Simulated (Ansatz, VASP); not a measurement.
# Cross-check of SiGe2 between VASP and Ansatz

Wanted: the spread between two codes on one cell, functional and k mesh. The cell is generated by rule, not measured, and may not be a known phase. The cell is taken from a series of runs on this material, whose earlier steps may have relaxed, scaled, displaced or heated it; both programs get it as it stands.

Calculated with Ansatz 0.2.0; plane waves, with VASP 6.6.1 beside it; single point at PBEsol.

The structure was built from a prototype and need not be the compound's stable phase.

## (1) The starting structure

It takes space group P4_12_12 (No. 92, tetragonal). Conventional cell: a = 4.327 Å, b = 4.327 Å, c = 12.239 Å, α = 90.00°, β = 90.00°, γ = 90.00°. Si has 8 Ge at 2.52 to 2.79 Å nearest. Ge has 4 Si at 2.52 to 2.79 Å and 2 Ge at 2.72 Å nearest. Farther neighbours are not listed.

## (2) Ansatz: single point, PBEsol, pair 1

Ansatz runs on its default PAW (the set named soft_2) files.

A single point gives forces, pressure and levels at one fixed geometry, so differences don't come from the geometry; what else differs is listed under the comparison.

File input.yaml:

```yaml
crystal:
  lattice:
    - [0.0, -3.0597254466, -3.0597254466]
    - [0.0, 3.0597254466, -3.0597254466]
    - [12.2389017864, 0.0, 0.0]
  atoms:
    - { symbol: Si, position: [-0.0980480129, 0.0980480129, 0.0] }
    - { symbol: Si, position: [0.0980480129, -0.0980480129, 0.5] }
    - { symbol: Si, position: [0.5980480129, 0.5980480129, 0.75] }
    - { symbol: Si, position: [0.4019519871, 0.4019519871, 0.25] }
    - { symbol: Ge, position: [0.0594252235, 0.6010668236, 0.875] }
    - { symbol: Ge, position: [-0.0594252235, 0.3989331764, 0.375] }
    - { symbol: Ge, position: [0.6010668236, 0.0594252235, 0.625] }
    - { symbol: Ge, position: [0.3989331764, -0.0594252235, 0.125] }
    - { symbol: Ge, position: [-0.1010668236, 0.5594252235, 0.125] }
    - { symbol: Ge, position: [0.1010668236, 0.4405747765, 0.625] }
    - { symbol: Ge, position: [0.4405747765, 0.1010668236, 0.875] }
    - { symbol: Ge, position: [0.5594252235, -0.1010668236, 0.375] }
kpoints:
  mp_grid: { grid: [8, 8, 4] }
hamiltonian:
  xc: pbesol
scf:
  occupations: { method: methfessel_paxton, width: 0.15 }
output:
  forces: true
  stress: true
  eigenvalues: true
```

Command:

```
ansatz run input.yaml --threads 4 --pin off --max-ram 7168MiB --backend cpu --events-out ev --progress --plain --runs-dir out
```

Numbers of over 12 decimals in the logs are rounded to 6 here.

Log:

```text
Engine: ansatz 0.2.0, aarch64-unknown-linux-gnu
Pseudopotentials: kind: paw
Pseudopotential: Si, paw, valence charge 4, recommended cutoff 420 eV (normal), Si.paw.azcp
Pseudopotential: Ge, paw, valence charge 14, recommended cutoff 420 eV (normal), Ge.paw.azcp
Functional definition: PBEsol
  exchange = pbesol_x
  correlation = pbesol_c
Crystal: 12 atoms, lattice volume = 229.159 Å³
Basis set: ecut = 420 eV, 4481 PW (Γ), exchange–correlation on 60×60×180 points (8 copies of the dense FFT grid, shifted against one another)
Bands: 77, of which v1, the nominal top of the filled ones, is band 64 counted from 1 (63 counted from 0)
Symmetry: 8 space group operations
Space group: P41212 (ITA 92), of the structure as read, at distance tolerance 6.1e-5 Å
k-points: 45 of 256 (time reversal used)
Non-local potential: Si, projectors of the file, l = 0: 2, l = 1: 2, l = 2: 2
Non-local potential: Ge, projectors of the file, l = 0: 2, l = 1: 2, l = 2: 3, l = 3: 1
PAW form: soft (Blöchl's): semilocal exchange-correlation on the pseudo side does not see the compensation charge
PAW frozen core: Si, regenerated for the run's functional, and the local potential with it (the file was generated under x = pbe(κ = 0.804, μ = 0.219515), c = pbe(β = 0.066725))
PAW frozen core: Ge, regenerated for the run's functional, and the local potential with it (the file was generated under x = pbe(κ = 0.804, μ = 0.219515), c = pbe(β = 0.066725))
PAW one-centre angular grid: Si, 110 points (default); XC on 64 Gauss nodes
PAW one-centre angular grid: Ge, 590 points (default); XC on 64 Gauss nodes
Initial density: superposition of atomic densities (neutral atoms: chi_scale 0, normalization atom), corrected by the library's trained network
Initial wavefunctions: pseudopotential atomic-orbital guess
Functional: x = pbesol(κ = 0.804, μ = 0.123457), c = pbesol(β = 0.046)
SCF iter   1: F=—  HF=-36509.798052 eV  |F-HF|=—  |Δ(HF+E_count)|=         —  Δρ=2.52e-3  dr2=2.05e-2  ethr=1.77e-3  ⟨swp⟩=5.6  Hψ=12588  notcnv=0
preconditioner: auto → Kerker (q_TF=auto, 2.476 Å⁻¹)  [metal: Δε(μ)=0.006 eV  Ē_g=19.723 eV  σ=0.150 eV  W_gap=0.03  n_scr=56 (ndim 8)  ℏωp=27.8 eV  f_vac=0.002  D(μ)=5.23/eV (n_scr^D=26)]
SCF iter   2: F=—  HF=-36509.789811 eV  |F-HF|=—  |Δ(HF+E_count)|=   8.24e-3  S|Δr|=    0.00e0  Δρ=1.53e-3  dr2=8.96e-3  ethr=1.60e-5  ⟨swp⟩=2.8  Hψ=6934  notcnv=0
SCF iter   3: F=—  HF=-36509.787882 eV  |F-HF|=—  |Δ(HF+E_count)|=   1.93e-3  S|Δr|=    0.00e0  Δρ=4.97e-4  dr2=1.05e-3  ethr=7.00e-6  ⟨swp⟩=2.0  Hψ=4143  notcnv=0
SCF iter   4: F=—  HF=-36509.787571 eV  |F-HF|=—  |Δ(HF+E_count)|=   3.12e-4  S|Δr|=    0.00e0  Δρ=2.06e-4  dr2=1.48e-4  ethr=8.19e-7  ⟨swp⟩=2.0  Hψ=6149  notcnv=0
SCF iter   5: F=—  HF=-36509.787582 eV  |F-HF|=—  |Δ(HF+E_count)|=   1.16e-5  S|Δr|=    0.00e0  Δρ=7.67e-5  dr2=1.66e-5  ethr=1.16e-7  ⟨swp⟩=2.0  Hψ=5902  notcnv=0
SCF iter   6: F=—  HF=-36509.787686 eV  |F-HF|=—  |Δ(HF+E_count)|=   1.04e-4  S|Δr|=    0.00e0  Δρ=1.88e-5  dr2=1.15e-6  ethr=1.30e-8  ⟨swp⟩=2.0  Hψ=6152  notcnv=0
SCF iter   7: F=-36509.787686 eV  HF=-36509.787686 eV  |F-HF|=5.85e-9  |Δ(HF+E_count)|=   2.70e-7  S|Δr|=    0.00e0  Δρ=4.60e-6  dr2=7.65e-8  ethr=7.81e-11  ⟨swp⟩=7.6  Hψ=15851  notcnv=0
SCF 1 converged in 7 iterations: F = -36509.787686 eV  dr2 = 7.65e-8
  greatest PAW one-centre occupation: 0.998 electrons in one spin orbital (limit 2), on the Ge atom at site 9 (counted from 0), in its partial waves of l = 2
SCF converged after 7 iterations
Stability not checked: this state was not tested for a lower state beside it, because cold or Methfessel-Paxton smearing, or corrected tetrahedra, fill the levels in a way that the test cannot read (fill_not_monotonic; see scf.lower_state_search)
Free energy (F): -36509.787686 eV
Harris-Foulkes:  -36509.787686 eV  (|F-HF|=5.85e-9)
Internal energy: -36509.787673 eV  (E = F + TS)
E sigma→0 (E₀):  -36509.787683 eV
Entropy (-TS):   -0.000014 eV (-0.001 meV/atom)
Fermi energy:    9.610783 eV
--- Per-component energies (eV) ---
  E_band       = -1015.692638
  E_kinetic    = 1046.867519
  E_local      = -19243.947788  (includes V_loc(G=0)·N_el)
  E_nonlocal   = 3443.591936
  E_hartree    = 8458.966969
  E_xc         = -821.159383
  E_vxc        = -707.654006  (∫ρ·V_xc dr)
  E_paw        = -17803.984631  (= ΣΔE_a)
  E_vpaw       = -2472.489947  (= ΣTr[D̂ρ^β])
  E_aug_tail   = 0.002161  (compensation charges beyond the density's cutoff)
  E_ewald      = -11597.594188
  E_core_change = 7.469732  (= ΣΔE_core)
  E_smearing   = -0.000014  (= −TS)
  E_closure    = -0.000000  (closes the sum)
  Σ components = -36509.787686   (vs F -36509.787686, Δ=0.00e0)
--- Forces (eV/Å), atoms counted from 1 ---
  atom   1  Si     0.00000000    -0.23061173     0.00000000
  atom   2  Si     0.00000000     0.23061173    -0.00000000
  atom   3  Si     0.00000000     0.00000000     0.23061173
  atom   4  Si    -0.00000000     0.00000000    -0.23061173
  atom   5  Ge     0.14828001     0.14705322     0.06965782
  atom   6  Ge     0.14828001    -0.14705322    -0.06965782
  atom   7  Ge    -0.14828001    -0.14705322     0.06965782
  atom   8  Ge    -0.14828001     0.14705322    -0.06965782
  atom   9  Ge     0.14828001    -0.06965782     0.14705322
  atom  10  Ge     0.14828001     0.06965782    -0.14705322
  atom  11  Ge    -0.14828001    -0.06965782    -0.14705322
  atom  12  Ge    -0.14828001     0.06965782     0.14705322
  max |Σ_I F_I| component: 2.78e-17 eV/Å
--- Stress (GPa, compression-positive) ---
       -0.705437      -0.000000       0.000000
       -0.000000       0.031856       0.000000
        0.000000       0.000000       0.031856
  P = ⅓ Tr σ = -0.2139 GPa (-2.139 kbar)
--- Band table (eV; the first three rows and the last of 45) ---
  k-point 0: bands = [... 60 lower, 8.1277, 8.6349, 8.6491, 8.6491, 8.6702, 9.5625, 9.5625, 10.9278, ... 9 higher]
  k-point 1: bands = [... 60 lower, 8.1185, 8.5914, 8.8058, 8.9129, 9.2630, 9.4858, 10.3151, 10.5116, ... 9 higher]
  k-point 2: bands = [... 60 lower, 8.3848, 8.3848, 9.4671, 9.4671, 9.5912, 9.5912, 9.9424, 9.9424, ... 9 higher]
  k-point 44: bands = [... 60 lower, 8.7288, 8.7288, 8.7288, 8.7288, 11.7983, 11.7983, 11.7983, 11.7983, ... 9 higher]
```

Reading the cycles: dr2 is the Hartree energy of the density residual (eV), the measure of convergence; HF is the Harris–Foulkes estimate of the energy, which meets the free energy F at convergence.

The run ends at a pressure of -0.21 GPa, with forces up to 0.23 eV/Å.

## (3) VASP: single point, PBEsol, pair 1

The same cell, functional, mesh and smearing now go to VASP, with its own data sets.

Lines of VASP's logs that name or quote its potential files are left out, and so is its time.

File INCAR:

```
SYSTEM = SiGe2
PREC = Accurate
ENCUT = 500
EDIFF = 1E-06
NELM = 120
ISMEAR = 1
SIGMA = 0.15
LREAL = .FALSE.
ALGO = Normal
GGA = PS
NBANDS = 79
LORBIT = 11
LWAVE = .FALSE.
LCHARG = .FALSE.
ISIF = 2
LASPH = .TRUE.
GGA_COMPAT = .FALSE.
KPAR = 2
```

File POSCAR:

```
SiGe2
1.0
    0.0000000000     -3.0597254466     -3.0597254466
    0.0000000000      3.0597254466     -3.0597254466
   12.2389017864      0.0000000000      0.0000000000
Si Ge
4 8
Direct
    0.9019519871      0.0980480129      0.0000000000
    0.0980480129      0.9019519871      0.5000000000
    0.5980480129      0.5980480129      0.7500000000
    0.4019519871      0.4019519871      0.2500000000
    0.0594252235      0.6010668236      0.8750000000
    0.9405747765      0.3989331764      0.3750000000
    0.6010668236      0.0594252235      0.6250000000
    0.3989331764      0.9405747765      0.1250000000
    0.8989331764      0.5594252235      0.1250000000
    0.1010668236      0.4405747765      0.6250000000
    0.4405747765      0.1010668236      0.8750000000
    0.5594252235      0.8989331764      0.3750000000
```

File KPOINTS:

```
Automatic mesh
0
Gamma
8 8 4
0 0 0
```

Potentials, in the order of the species: Si and Ge_d (PBE family, release 64).

Command:

```
mpirun -np 2 vasp_std
```

Log:

```text
[banner, memory and clock lines left out]
running    2 mpi-ranks, on    1 nodes
 distrk:  each k-point on    1 cores,    2 groups
 distr:  one band on    1 cores,    1 groups

 POSCAR found type information on POSCAR SiGe
 POSCAR found :  2 types and      12 ions
|                                                                             |
|               ----> ADVICE to this user running VASP <----                  |
|                                                                             |
|     You enforced a specific xc type in the INCAR file but a different       |
|     [... a line on the potential file left out ...]
|     I HOPE YOU KNOW WHAT YOU ARE DOING!                                     |
|                                                                             |

 LDA part: xc-table for (Slater+PW92), standard interpolation
 POSCAR, INCAR and KPOINTS ok, starting setup
 FFT: planning ... GRIDC
 FFT: planning ... GRID_SOFT
 FFT: planning ... GRID
 WAVECAR not read
 entering main loop
       N       E                     dE             d eps       ncg     rms          rms(c)
DAV:   1     0.166078841737E+04    0.16608E+04   -0.52637E+04  8894   0.399E+03
DAV:   2     0.286626317191E+03   -0.13742E+04   -0.13179E+04  7110   0.114E+03
DAV:   3    -0.229194036136E+02   -0.30955E+03   -0.29642E+03  7282   0.261E+02
DAV:   4    -0.572330441681E+02   -0.34314E+02   -0.32654E+02  8551   0.882E+01
DAV:   5    -0.586877972619E+02   -0.14548E+01   -0.14357E+01  8172   0.198E+01    0.701E+00
DAV:   6    -0.584192916633E+02    0.26851E+00   -0.74506E-01  9070   0.465E+00    0.367E+00
DAV:   7    -0.583108314522E+02    0.10846E+00   -0.18965E-01  8612   0.223E+00    0.570E-01
DAV:   8    -0.583057379709E+02    0.50935E-02   -0.33579E-02  8302   0.148E+00    0.176E-01
DAV:   9    -0.583059512259E+02   -0.21326E-03   -0.19879E-03  8324   0.218E-01    0.803E-02
DAV:  10    -0.583059617642E+02   -0.10538E-04   -0.12232E-04 10022   0.578E-02    0.215E-02
DAV:  11    -0.583059681106E+02   -0.63464E-05   -0.20726E-05  8100   0.266E-02    0.559E-03
DAV:  12    -0.583059681870E+02   -0.76416E-07   -0.15614E-06  4996   0.110E-02
   1 F= -.58305968E+02 E0= -.58305964E+02  d E =-.129807E-04
```

From OUTCAR (step 3):

```text
ion  position               nearest neighbor table
   1  0.902  0.098  0.000-   9 2.52  11 2.52   5 2.73   8 2.73   5 2.75   8 2.75   9 2.79  11 2.79

  LATTYP: Found a simple tetragonal cell.
 ALAT       =     4.3271052237
 C/A-ratio  =     2.8284271247

 Subroutine GETGRP returns: Found  8 space group operations
 (whereof  2 operations were pure point group operations)

The static configuration has the point symmetry C_2 .
 The point group associated with its full space group is D_4 .

 Found     45 irreducible k-points:

   k-points           NKPTS =     45   k-points in BZ     NKDIM =     45   number of bands    NBANDS=     79

   dimension x,y,z NGX =    32 NGY =   32 NGZ =   90
   dimension x,y,z NGXF=    64 NGYF=   64 NGZF=  180

   ENCUT  =  500.0 eV  36.75 Ry    6.06 a.u.   7.89  7.89 22.31*2*pi/ulx,y,z

   NELECT =     128.0000    total number of electrons

 k-points in reciprocal lattice and weights: Automatic mesh
   0.00000000  0.00000000  0.00000000       0.004
   0.12500000  0.00000000  0.00000000       0.016
   0.25000000  0.00000000  0.00000000       0.016
   0.37500000  0.00000000  0.00000000       0.016
   0.50000000  0.00000000  0.00000000       0.008
   0.12500000  0.12500000  0.00000000       0.016
   0.25000000  0.12500000  0.00000000       0.031
   0.37500000  0.12500000  0.00000000       0.031
   0.50000000  0.12500000  0.00000000       0.016
[...]
0.50000000  0.37500000  0.50000000       0.016
   0.50000000  0.50000000  0.50000000       0.004

 average (electrostatic) potential at core
       1 -83.0864       2 -83.0864       3 -83.0864       4 -83.0864       5 -72.4821
       6 -72.4821       7 -72.4821       8 -72.4821       9 -72.4821      10 -72.4821
      11 -72.4821      12 -72.4821

 E-fermi :   6.6350

 k-point     1 :       0.0000    0.0000    0.0000
  band No.  band energies     occupation
    ...
     63       5.6731      2.00000
     64       5.6731      2.00000
     65       5.6970      2.00000
     66       6.5880      1.50287
     67       6.5880      1.50287
     68       7.9524     -0.00000
     69       8.1248     -0.00000
     70       8.5371     -0.00000
     71       8.5371     -0.00000
     72       8.7605     -0.00000
    ...

 k-point     2 :       0.1250    0.0000    0.0000
  band No.  band energies     occupation
    ...
     61       5.3929      2.00000
     62       5.5892      2.00000
     63       5.8049      2.00000
     64       6.2980      2.00665
     65       6.4079      2.05401
     66       6.7918     -0.05835
     67       7.1618     -0.00001
     68       7.5482     -0.00000
     69       7.6311     -0.00000
     70       7.8115     -0.00000
    ...

 k-point     3 :       0.2500    0.0000    0.0000
  band No.  band energies     occupation
    ...
     61       5.0621      2.00000
     62       5.3273      2.00000
     63       5.9860      2.00000
     64       6.1146      2.00001
     65       6.5669      1.68771
     66       7.0138     -0.00207
     67       7.0962     -0.00012
     68       7.5639     -0.00000
     69       7.5812     -0.00000
     70       8.0444     -0.00000
    ...

  Total       -1.0391832      0.0210669      0.0210669      0.0000000      0.0000000      0.0000000
  in kB       -7.2654970      0.1472899      0.1472899      0.0000000      0.0000000      0.0000000
  external PRESSURE =      -2.3236391 kB  Pullay stress =       0.0000000 kB

  energy-cutoff  :      500.00
  volume of cell :      229.16
      direct lattice vectors                 reciprocal lattice vectors
     0.000000000 -3.059725447 -3.059725447     0.000000000 -0.163413355 -0.163413355
     0.000000000  3.059725447 -3.059725447     0.000000000  0.163413355 -0.163413355
    12.238901786  0.000000000  0.000000000     0.081706677  0.000000000  0.000000000

 POSITION                                       TOTAL-FORCE (eV/Angst)
 -----------------------------------------------------------------------------------
      0.00000     -2.45973     -3.05973        -0.000000     -0.228341     -0.000000
      6.11945      2.45973     -3.05973        -0.000000      0.228341     -0.000000
      9.17918      0.00000     -3.65973        -0.000000     -0.000000      0.228341
      3.05973      0.00000     -2.45973        -0.000000     -0.000000     -0.228341
     10.70904      1.65727     -2.02092         0.147170      0.148909      0.070555
      4.58959     -1.65727     -4.09853         0.147170     -0.148909     -0.070555
      7.64931     -1.65727     -2.02092        -0.147170     -0.148909      0.070555
      1.52986      1.65727     -4.09853        -0.147170      0.148909     -0.070555
      1.52986     -1.03880     -4.46218         0.147170     -0.070555      0.148909
      7.64931      1.03880     -1.65727         0.147170      0.070555     -0.148909
     10.70904     -1.03880     -1.65727        -0.147170     -0.070555     -0.148909
      4.58959      1.03880     -4.46218        -0.147170      0.070555      0.148909
 -----------------------------------------------------------------------------------
    total drift:                               -0.000000      0.000000     -0.000000

  FREE ENERGIE OF THE ION-ELECTRON SYSTEM (eV)
  ---------------------------------------------------
  free  energy   TOTEN  =       -58.3059681870 eV

  energy  without entropy=      -58.3059552063  energy(sigma->0) =      -58.30596386

 total charge
# of ion       s       p       d       tot
------------------------------------------
    1        0.828   0.740   0.000   1.568
    2        0.828   0.740   0.000   1.568
    3        0.828   0.740   0.000   1.568
    4        0.828   0.740   0.000   1.568
    5        1.233   1.006  10.035  12.274
    6        1.233   1.006  10.035  12.274
    7        1.233   1.006  10.035  12.274
    8        1.233   1.006  10.035  12.274
    9        1.233   1.006  10.035  12.274
   10        1.233   1.006  10.035  12.274
   11        1.233   1.006  10.035  12.274
   12        1.233   1.006  10.035  12.274
--------------------------------------------------
tot         13.175  11.008  80.283 104.466

[... 3 further parts left out ...]
```

The run ends at a pressure of -0.23 GPa, with forces up to 0.23 eV/Å.

## (4) Differences

Known differences besides the potentials themselves: the cutoff is 420 eV in Ansatz and 500 eV in VASP; Ansatz makes its cores anew for this functional, VASP keeps those of its PBE data sets. Total energies have different zeros and are not compared.

Both answers:

| quantity | Ansatz | VASP | difference |
| --- | --- | --- | --- |
| pressure (GPa) | -0.21 | -0.23 | +0.02 |

Forces on 9 of the 12 atoms, those with the largest forces and the largest differences (eV/Å; atoms numbered as in POSCAR):

| atom | Ansatz x, y, z | VASP x, y, z |
| --- | --- | --- |
| Si1 | 0.000, -0.231, 0.000 | 0.000, -0.228, 0.000 |
| Si2 | 0.000, 0.231, 0.000 | 0.000, 0.228, 0.000 |
| Si3 | 0.000, 0.000, 0.231 | 0.000, 0.000, 0.228 |
| Si4 | 0.000, 0.000, -0.231 | 0.000, 0.000, -0.228 |
| Ge5 | 0.148, 0.147, 0.070 | 0.147, 0.149, 0.071 |
| Ge6 | 0.148, -0.147, -0.070 | 0.147, -0.149, -0.071 |
| Ge7 | -0.148, -0.147, 0.070 | -0.147, -0.149, 0.071 |
| Ge9 | 0.148, -0.070, 0.147 | 0.147, -0.071, 0.149 |
| Ge10 | 0.148, 0.070, -0.147 | 0.147, 0.071, -0.149 |

The forces differ by 1.3 meV/Å r.m.s., which is 1.0 % of the r.m.s. force of 0.129 eV/Å (both taken over all components).

[end of part 1 of 2]

[Lines on the potential files, build, host, timing and source positions are cut from VASP's logs without a mark.]

[Logs are printed without paths, hosts, clocks, repeated set-up lines and the standing remarks that a program may print on its own settings, such as how far it seeks lower states.]

[Hosts, paths, dates, database ids (printed as entryN), source tags and the programs' standing remarks are cut or masked in the printed files.]
